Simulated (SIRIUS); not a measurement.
## Cu in SIRIUS: the effect of dispersion

Crystal: Cu.

```
Cu
1.0
     2.55619    0.00000    0.00000
     1.27810    2.21373    0.00000
     1.27810    0.73791    2.08712
Cu
1
Direct
  0.00000 0.00000 0.00000
```

Alike in all runs:

* Program: SIRIUS 7.12.0
* Task: equation of state
* Functional: PBE
* Potentials or basis: all-electron FP-LAPW
* Cutoff: 194 eV
* Basis: apw+lo standard
* k mesh: 13 × 13 × 13
* Occupations: fermi-dirac, width 0.05 eV
* Spin: no spin polarisation

```csv
dispersion,V0 of scaled cells (Å³/atom),B0 (GPa)
none,?,?
D3,11.29,170
D3(BJ),11.29,173
D4,11.38,169
```

What does the run with dispersion none give?

V0 of scaled cells 11.92 Å³/atom; B0 142 GPa.
